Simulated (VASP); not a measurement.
# C (Fd-3m) in VASP: a series of runs

One crystal, C, is run at these levels: PBE; tasks: band structure.

Everything below comes from runs of VASP 6.6.1. Logs are shortened: lines on timing, memory, paths and dates and some standing lists are left out, and cuts for length are marked.

### 1 The structure

It takes space group Fd-3m (No. 227, cubic). Conventional cell: a = 3.567 Å, b = 3.567 Å, c = 3.567 Å, α = 90.00°, β = 90.00°, γ = 90.00°. C (site symmetry -43m) has 4 C at 1.54 Å as nearest neighbours.

This isn't the form of C at room conditions, which is graphite.

### 2 Band structure, PBE

Contents of INCAR:

```
SYSTEM = C
  PREC = Accurate
  ENCUT = 400
  EDIFF = 1E-7
  ISMEAR = -1
  SIGMA = 0.05
  LREAL = .FALSE.
  LASPH = .TRUE.
  NELM = 100
  ALGO = Normal
  ISIF = 2
  LWAVE = .FALSE.
  LCHARG = .FALSE.
  GGA = PE
```

Contents of KPOINTS:

```
Automatic mesh
0
G
  13 13 13
  0 0 0
```

Contents of POSCAR:

```
C
1.0
    0.0000000000      1.7833700000      1.7833700000
    1.7833700000      0.0000000000      1.7833700000
    1.7833700000      1.7833700000      0.0000000000
C
2
Direct
    0.7500000000      0.7500000000      0.7500000000
    0.5000000000      0.5000000000      0.5000000000
```

Contents of KPOINTS_OPT:

```
path GXWKGLUWLK,UX
15
line-mode
reciprocal
 0.0000000000  0.0000000000  0.0000000000  G
 0.5000000000  0.0000000000  0.5000000000  X

 0.5000000000  0.0000000000  0.5000000000  X
 0.5000000000  0.2500000000  0.7500000000  W

 0.5000000000  0.2500000000  0.7500000000  W
 0.3750000000  0.3750000000  0.7500000000  K

 0.3750000000  0.3750000000  0.7500000000  K
 0.0000000000  0.0000000000  0.0000000000  G

 0.0000000000  0.0000000000  0.0000000000  G
 0.5000000000  0.5000000000  0.5000000000  L

 0.5000000000  0.5000000000  0.5000000000  L
 0.6250000000  0.2500000000  0.6250000000  U

 0.6250000000  0.2500000000  0.6250000000  U
 0.5000000000  0.2500000000  0.7500000000  W

 0.5000000000  0.2500000000  0.7500000000  W
 0.5000000000  0.5000000000  0.5000000000  L

 0.5000000000  0.5000000000  0.5000000000  L
 0.3750000000  0.3750000000  0.7500000000  K

 0.6250000000  0.2500000000  0.6250000000  U
 0.5000000000  0.0000000000  0.5000000000  X
```

Potentials or basis: VASP PAW PBE potentials, release 64 (C_s).

Command:

```console
> cat potpaw_PBE.64/C_s/POTCAR > POTCAR
> mpirun -np 1 vasp_std > vasp.out
```

OUTCAR:

```text
SYSTEM = C
   PREC = Accurate
   ENCUT = 400
   EDIFF = 1E-7
   ISMEAR = -1
   LREAL = .FALSE.
   LASPH = .TRUE.
   NELM = 100
   ISIF = 2
   GGA = PE

 ion  position               nearest neighbor table
   1  0.750  0.750  0.750-   2 1.54   2 1.54   2 1.54   2 1.54
   2  0.500  0.500  0.500-   1 1.54   1 1.54   1 1.54   1 1.54

  LATTYP: Found a face centered cubic cell.
 ALAT       =     3.5667400000

  Lattice vectors:

 A1 = (   0.0000000000,   1.7833700000,   1.7833700000)
 A2 = (   1.7833700000,   0.0000000000,   1.7833700000)
 A3 = (   1.7833700000,   1.7833700000,   0.0000000000)

Analysis of symmetry for initial positions (statically):
=====================================================================
 Subroutine PRICEL returns:
 Original cell was already a primitive cell.

 Routine SETGRP: Setting up the symmetry group for a
 face centered cubic supercell.

 Subroutine GETGRP returns: Found 48 space group operations
 (whereof 24 operations were pure point group operations)
 out of a pool of 48 trial point group operations.

The static configuration has the point symmetry T_d .
 The point group associated with its full space group is O_h .

Analysis of symmetry for dynamics (positions and initial velocities):
=====================================================================
 Subroutine PRICEL returns:
 Original cell was already a primitive cell.

 Routine SETGRP: Setting up the symmetry group for a
 face centered cubic supercell.

 Subroutine GETGRP returns: Found 48 space group operations
 (whereof 24 operations were pure point group operations)
 out of a pool of 48 trial point group operations.

The dynamic configuration has the point symmetry T_d .
 The point group associated with its full space group is O_h .

 Subroutine INISYM returns: Found 48 space group operations
 (whereof 24 operations are pure point group operations),
 and found     1 'primitive' translations

----------------------------------------------------------------------------------------

                                     Primitive cell

  volume of cell :      11.3437

  direct lattice vectors                    reciprocal lattice vectors
     0.000000000  1.783370000  1.783370000    -0.280368067  0.280368067  0.280368067
     1.783370000  0.000000000  1.783370000     0.280368067 -0.280368067  0.280368067
     1.783370000  1.783370000  0.000000000     0.280368067  0.280368067 -0.280368067

  length of vectors
     2.522066041  2.522066041  2.522066041     0.485611737  0.485611737  0.485611737

  position of ions in fractional coordinates (direct lattice)
     0.750000000  0.750000000  0.750000000
     0.500000000  0.500000000  0.500000000

  ion indices of the primitive-cell ions
   primitive index   ion index
                 1           1
                 2           2

----------------------------------------------------------------------------------------

 KPOINTS: Automatic mesh

Automatic generation of k-mesh.
 Grid dimensions read from file:
 generate k-points for:   13   13   13

 Generating k-lattice:

  Cartesian coordinates                     Fractional coordinates (reciprocal lattice)
    -0.021566774  0.021566774  0.021566774     0.076923077  0.000000000  0.000000000
     0.021566774 -0.021566774  0.021566774     0.000000000  0.076923077  0.000000000
     0.021566774  0.021566774 -0.021566774     0.000000000  0.000000000  0.076923077

  Length of vectors
     0.037354749  0.037354749  0.037354749

  Shift w.r.t. Gamma in fractional coordinates (k-lattice)
     0.000000000  0.000000000  0.000000000

 Subroutine IBZKPT returns following result:
 ===========================================

 Found     84 irreducible k-points:

 Following reciprocal coordinates:
            Coordinates               Weight
  0.000000  0.000000  0.000000      1.000000
  0.076923  0.000000  0.000000      8.000000
  0.153846  0.000000  0.000000      8.000000
  0.230769  0.000000  0.000000      8.000000
  0.307692  0.000000  0.000000      8.000000
  0.384615  0.000000  0.000000      8.000000
[... 16 lines left out ...]
  0.384615  0.153846  0.000000     24.000000
  0.461538  0.153846  0.000000     24.000000
 [... further k-points ...]
   k-points           NKPTS =     84   k-points in BZ     NKDIM =     84   number of bands    NBANDS=      8
   number of dos      NEDOS =    301   number of ions     NIONS =      2
   total plane-waves  NPLWV =   4096
   dimension x,y,z NGX =    16 NGY =   16 NGZ =   16
   dimension x,y,z NGXF=    32 NGYF=   32 NGZF=   32
   ions per type =               2
   NGX,Y,Z   is equivalent  to a cutoff of  10.55, 10.55, 10.55 a.u.
   NGXF,Y,Z  is equivalent  to a cutoff of  21.09, 21.09, 21.09 a.u.
 SYSTEM =  C
   PREC   = accura    normal or accurate (medium, high low for compatibility)
   ISTART =      0    job   : 0-new  1-cont  2-samecut
   ICHARG =      2    charge: 1-file 2-atom 10-const
   ISPIN  =      1    spin polarized calculation?
   LNONCOLLINEAR =      F non collinear calculations
   LSORBIT =      F    spin-orbit coupling
   LASPH  =      T    aspherical Exc in radial PAW
   ENCUT  =  400.0 eV  29.40 Ry    5.42 a.u.   4.11  4.11  4.11*2*pi/ulx,y,z
   NELM   =    100;   NELMIN=  2; NELMDL= -5     # of ELM steps
   EDIFF  = 0.1E-06   stopping-criterion for ELM
   LREAL  =      F    real-space projection
   EDIFFG = 0.1E-05   stopping-criterion for IOM
   NSW    =      0    number of steps for IOM
   IBRION =     -1    ionic relax: 0-MD 1-quasi-New 2-CG
   NFREE  =      0    steps in history (QN), initial steepest desc. (CG)
   ISIF   =      2    stress and relaxation
   ISYM   =      2    0-nonsym 1-usesym 2-fastsym
   POTIM  = 0.5000    time-step for ionic-motion
   TEBEG  =    0.0;   TEEND  =   0.0 temperature during run
   PSTRESS=    0.0 pullay stress
   NELECT =       8.0000    total number of electrons
   NUPDOWN=      -1.0000    fix difference up-down
   EMIN   =  10.00;   EMAX   =-10.00  energy-range for DOS
   EFERMI =   0.00;   METHOD = LEGACY
   ISMEAR =    -1;   SIGMA  =   0.05  broadening in eV -4-tet -1-fermi 0-gaus
   EFERMI_NEDOS =   21; number of points for ismear=-14 and -15
   IALGO  =     38    algorithm
   IMIX   =      4    mixing-type and parameters
     AMIX     =   0.40;   BMIX     =  1.00
     AMIX_MAG =   1.60;   BMIX_MAG =  1.00
  volume/ion in A,a.u.               =       5.67        38.28
  Fermi-wavevector in a.u.,A,eV,Ry     =   1.457203  2.753714 28.891161  2.123440
  Thomas-Fermi vector in A             =   2.574032
   LORBIT       =      0    0 simple, 1 ext, 2 COOP (PROOUT), +10 PAW based schemes
   GGA     = PE    functional components
   LHFCALC =     F    Hartree Fock is set to
   AEXX    =    0.0000 exact exchange contribution
   IVDW    =     0    specifies the selected vdW correction
   LEPSILON=     F    determine dielectric tensor
   LRPA    =     F    only Hartree local field effects (RPA)
 non-spin polarized calculation
  energy-cutoff  :      400.00
  volume of cell :       11.34
 maximum number of plane-waves:       214
   NGX =  9   NGY =  9   NGZ =  9

 number of electron       8.0000004 magnetization

 Free energy of the ion-electron system (eV)
  ---------------------------------------------------
  ext. energy  EPLUGINS =         0.00000000
  ---------------------------------------------------
  free energy    TOTEN  =       -18.15311461 eV

  energy without entropy =      -18.15311461  energy(sigma->0) =      -18.15311461

 E-fermi :  12.1500     XC(G=0): -13.2250

 val. band max:       11.2235164484   @ k =   0.0000   0.0000   0.0000
 cond. band min:      15.3785979472   @ k =   0.3846   0.3846   0.0000
 fundamental gap:      4.1550814989
 Fermi energy:        12.1500128746

 k-point     1 :       0.0000    0.0000    0.0000
  band No.  band energies     occupation
      1     -10.2652      2.00000
      2      11.2235      2.00000
      3      11.2235      2.00000
      4      11.2235      2.00000
      5      16.8069      0.00000
      6      16.8069      0.00000
      7      16.8069      0.00000
      8      24.5484      0.00000

 k-point     2 :       0.0769    0.0000    0.0000
  band No.  band energies     occupation
      1     -10.1015      2.00000
      2      10.1552      2.00000
      3      10.9436      2.00000
      4      10.9436      2.00000
      5      17.1726      0.00000
      6      17.1726      0.00000
      7      17.4371      0.00000
      8      24.6881      0.00000

 k-point     3 :       0.1538    0.0000    0.0000
  band No.  band energies     occupation
      1      -9.6121      2.00000
      2       7.8838      2.00000
      3      10.3123      2.00000
      4      10.3123      2.00000
      5      18.0003      0.00000
      6      18.0003      0.00000
      7      18.4666      0.00000
      8      25.0938      0.00000

 k-point     4 :       0.2308    0.0000    0.0000
  band No.  band energies     occupation
      1      -8.8025      2.00000
      2       5.2807      2.00000
      3       9.6284      2.00000
      4       9.6284      2.00000
      5      18.8373      0.00000
      6      18.8373      0.00000
      7      19.2339      0.00000
      8      25.6866      0.00000

 k-point     5 :       0.3077    0.0000    0.0000
  band No.  band energies     occupation
      1      -7.6863      2.00000
      2       2.6777      2.00000
      3       9.0507      2.00000
      4       9.0507      2.00000
      5      19.3911      0.00000
      6      19.3911      0.00000
      7      19.6994      0.00000
      8      26.2901      0.00000
[... 177 lines left out ...]
 k-point    22 :       0.3077    0.1538    0.0000
  band No.  band energies     occupation
      1      -7.8926      2.00000
      2       4.6318      2.00000
      3       7.6454      2.00000
      4       8.2475      2.00000
      5      17.1893      0.00000
      6      21.5726      0.00000
      7      21.6639      0.00000
      8      23.3312      0.00000

 k-point    23 :       0.3846    0.1538    0.0000
  band No.  band energies     occupation
      1      -6.6898      2.00000
      2       2.2146      2.00000
      3       7.3484      2.00000
      4       7.4787      2.00000
      5      17.8802      0.00000
      6      21.9323      0.00000
      7      21.9505      0.00000
      8      23.8900      0.00000

 k-point    24 :       0.4615    0.1538    0.0000
  band No.  band energies     occupation
      1      -5.2541      2.00000
      2      -0.0289      2.00000
      3       6.7818      2.00000
      4       7.3087      2.00000
      5      18.3164      0.00000
      6      21.8070      0.00000
      7      22.1209      0.00000
      8      25.1398      0.00000

 [... further k-points ...]

------------------------ aborting loop because EDIFF is reached ----------------------------------------

  FORCE on cell =-STRESS in cart. coord.  units (eV):
  Direction    XX          YY          ZZ          XY          YZ          ZX
  --------------------------------------------------------------------------------------
  -------------------------------------------------------------------------------------
  Total        0.2155286      0.2155286      0.2155286      0.0000000      0.0000000     -0.0000000
  in kB       30.4411491     30.4411491     30.4411491      0.0000000      0.0000000     -0.0000000
  external PRESSURE =      30.4411491 kB  Pullay stress =       0.0000000 kB

 VOLUME and BASIS-vectors are now :
 -----------------------------------------------------------------------------
  energy-cutoff  :      400.00
  volume of cell :       11.34
      direct lattice vectors                 reciprocal lattice vectors
     0.000000000  1.783370000  1.783370000    -0.280368067  0.280368067  0.280368067
     1.783370000  0.000000000  1.783370000     0.280368067 -0.280368067  0.280368067
     1.783370000  1.783370000  0.000000000     0.280368067  0.280368067 -0.280368067

 POSITION                                       TOTAL-FORCE (eV/Angst)
 -----------------------------------------------------------------------------------
      2.67505      2.67505      2.67505         0.000000      0.000000      0.000000
      1.78337      1.78337      1.78337        -0.000000     -0.000000     -0.000000
 -----------------------------------------------------------------------------------
    total drift:                                0.000000      0.000000      0.000000

  FREE ENERGIE OF THE ION-ELECTRON SYSTEM (eV)
  ---------------------------------------------------
  free  energy   TOTEN  =       -18.1531146120 eV

  energy  without entropy=      -18.1531146120  energy(sigma->0) =      -18.15311461
```

Run time: 3.4 s. Hardware: 1 thread of Intel Xeon 6975P-C (Granite Rapids), shared host; peak memory 0.11 GiB.

What came out:

* Free energy: -18.1531 eV
* Pressure: 3.0 GPa
* Band gap on the k mesh: 4.16 eV, indirect (least direct gap 5.58 eV)
* Band gap along the path: 4.14 eV, indirect (least direct gap 5.58 eV)

Levels at the corners of the path, in eV from the valence-band top:
```tsv
point	band 1	band 2	band 3	band 4	band 5	band 6	band 7	band 8
Γ	-21.49	0.00	0.00	0.00	5.58	5.58	5.58	13.32
X	-12.78	-12.78	-6.32	-6.32	4.78	4.78	16.77	16.77
X	-12.78	-12.78	-6.32	-6.32	4.78	4.78	16.77	16.77
W	-11.99	-11.99	-8.34	-8.34	10.64	10.64	12.31	12.31
W	-11.99	-11.99	-8.34	-8.34	10.64	10.64	12.31	12.31
K	-12.99	-11.74	-9.33	-5.38	5.69	10.76	14.34	15.60
K	-12.99	-11.74	-9.33	-5.38	5.69	10.76	14.34	15.60
Γ	-21.49	0.00	0.00	0.00	5.58	5.58	5.58	13.32
Γ	-21.49	0.00	0.00	0.00	5.58	5.58	5.58	13.32
L	-15.71	-13.39	-2.81	-2.81	8.46	8.46	8.86	15.68
L	-15.71	-13.39	-2.81	-2.81	8.46	8.46	8.86	15.68
U	-12.99	-11.74	-9.33	-5.38	5.69	10.76	14.34	15.60
U	-12.99	-11.74	-9.33	-5.38	5.69	10.76	14.34	15.60
W	-11.99	-11.99	-8.34	-8.34	10.64	10.64	12.31	12.31
W	-11.99	-11.99	-8.34	-8.34	10.64	10.64	12.31	12.31
L	-15.71	-13.39	-2.81	-2.81	8.46	8.46	8.86	15.68
L	-15.71	-13.39	-2.81	-2.81	8.46	8.46	8.86	15.68
K	-12.99	-11.74	-9.33	-5.38	5.69	10.76	14.34	15.60
U	-12.99	-11.74	-9.33	-5.38	5.69	10.76	14.34	15.60
X	-12.78	-12.78	-6.32	-6.32	4.78	4.78	16.77	16.77
```

### 3 Band structure, PBE

POSCAR is that of step 2.

Contents of INCAR.step1:

```
SYSTEM = C
ALGO = Normal
EDIFF = 1E-6
ENCUT = 520
GGA = PE
ISIF = 2
ISMEAR = -1
LASPH = .True.
LCHARG = .True.
LREAL = .False.
LWAVE = .False.
NBANDS = 11
NELM = 100
PREC = Accurate
SIGMA = 0.05
```

Contents of KPOINTS.step1:

```
k-points
0
Gamma
  13 13 13
  0 0 0
```

Contents of INCAR.step2:

```
SYSTEM = C
ALGO = Normal
EDIFF = 1E-6
ENCUT = 520
GGA = PE
ICHARG = 11
ISIF = 2
ISMEAR = 0
LASPH = .True.
LCHARG = .False.
LREAL = .False.
LWAVE = .False.
NBANDS = 11
NELM = 100
PREC = Accurate
SIGMA = 0.05
```

Contents of KPOINTS.step2:

```
path GXWKGLUWLK,UX
10
line-mode
reciprocal
 0.0000000000  0.0000000000  0.0000000000  G
 0.5000000000  0.0000000000  0.5000000000  X

 0.5000000000  0.0000000000  0.5000000000  X
 0.5000000000  0.2500000000  0.7500000000  W

 0.5000000000  0.2500000000  0.7500000000  W
 0.3750000000  0.3750000000  0.7500000000  K

 0.3750000000  0.3750000000  0.7500000000  K
 0.0000000000  0.0000000000  0.0000000000  G

 0.0000000000  0.0000000000  0.0000000000  G
 0.5000000000  0.5000000000  0.5000000000  L

 0.5000000000  0.5000000000  0.5000000000  L
 0.6250000000  0.2500000000  0.6250000000  U

 0.6250000000  0.2500000000  0.6250000000  U
 0.5000000000  0.2500000000  0.7500000000  W

 0.5000000000  0.2500000000  0.7500000000  W
 0.5000000000  0.5000000000  0.5000000000  L

 0.5000000000  0.5000000000  0.5000000000  L
 0.3750000000  0.3750000000  0.7500000000  K

 0.6250000000  0.2500000000  0.6250000000  U
 0.5000000000  0.0000000000  0.5000000000  X
```

Potentials or basis: VASP PAW PBE potentials, release 54 (C).

Command:

```console
> cat potpaw_PBE.54/C/POTCAR > POTCAR
> cp INCAR.step1 INCAR
> cp KPOINTS.step1 KPOINTS
> mpirun -np 1 vasp_std > vasp.out
> cp INCAR.step2 INCAR
> cp KPOINTS.step2 KPOINTS
> mpirun -np 1 vasp_std > vasp.out
```

Wall time 9.2 s (1 thread of Intel Xeon 6975P-C (Granite Rapids), shared host); peak memory 0.12 GiB.

Results (log left out):

| Item | Value |
| --- | --- |
| Band gap on the k mesh | 4.14 eV, indirect (least direct gap 5.59 eV) |
| Band gap along the path | 4.15 eV, indirect (least direct gap 5.59 eV) |

Levels at the corners of the path, in eV from the valence-band top:
| point | band 1 | band 2 | band 3 | band 4 | band 5 | band 6 | band 7 | band 8 | band 9 |
| --- | --- | --- | --- | --- | --- | --- | --- | --- | --- |
| Γ | -21.48 | 0.00 | 0.00 | 0.00 | 5.59 | 5.59 | 5.59 | 13.33 | 19.29 |
| X | -12.76 | -12.76 | -6.30 | -6.30 | 4.76 | 4.76 | 16.81 | 16.81 | 23.24 |
| X | -12.76 | -12.76 | -6.30 | -6.30 | 4.76 | 4.76 | 16.81 | 16.81 | 23.24 |
| W | -11.97 | -11.97 | -8.32 | -8.32 | 10.62 | 10.62 | 12.32 | 12.32 | 21.33 |
| W | -11.97 | -11.97 | -8.32 | -8.32 | 10.62 | 10.62 | 12.32 | 12.32 | 21.33 |
| K | -12.98 | -11.73 | -9.32 | -5.36 | 5.68 | 10.75 | 14.37 | 15.63 | 18.69 |
| K | -12.98 | -11.73 | -9.32 | -5.36 | 5.68 | 10.75 | 14.37 | 15.63 | 18.69 |
| Γ | -21.48 | 0.00 | 0.00 | 0.00 | 5.59 | 5.59 | 5.59 | 13.33 | 19.29 |
| Γ | -21.48 | 0.00 | 0.00 | 0.00 | 5.59 | 5.59 | 5.59 | 13.33 | 19.29 |
| L | -15.70 | -13.37 | -2.80 | -2.80 | 8.46 | 8.46 | 8.85 | 15.70 | 21.90 |
| L | -15.70 | -13.37 | -2.80 | -2.80 | 8.46 | 8.46 | 8.85 | 15.70 | 21.90 |
| U | -12.98 | -11.73 | -9.32 | -5.36 | 5.68 | 10.75 | 14.37 | 15.63 | 18.69 |
| U | -12.98 | -11.73 | -9.32 | -5.36 | 5.68 | 10.75 | 14.37 | 15.63 | 18.69 |
| W | -11.97 | -11.97 | -8.32 | -8.32 | 10.62 | 10.62 | 12.32 | 12.32 | 21.33 |
| W | -11.97 | -11.97 | -8.32 | -8.32 | 10.62 | 10.62 | 12.32 | 12.32 | 21.33 |
| L | -15.70 | -13.37 | -2.80 | -2.80 | 8.46 | 8.46 | 8.85 | 15.70 | 21.90 |
| L | -15.70 | -13.37 | -2.80 | -2.80 | 8.46 | 8.46 | 8.85 | 15.70 | 21.90 |
| K | -12.98 | -11.73 | -9.32 | -5.36 | 5.68 | 10.75 | 14.37 | 15.63 | 18.69 |
| U | -12.98 | -11.73 | -9.32 | -5.36 | 5.68 | 10.75 | 14.37 | 15.63 | 18.69 |
| X | -12.76 | -12.76 | -6.30 | -6.30 | 4.76 | 4.76 | 16.81 | 16.81 | 23.24 |

Caveat: the log is that of the step along the path at fixed density, whose energy, stress, charges and moments have no meaning. PBE gaps usually lie below the measured ones, often by a third to a half.

(Part 1 of 2 ends here.)
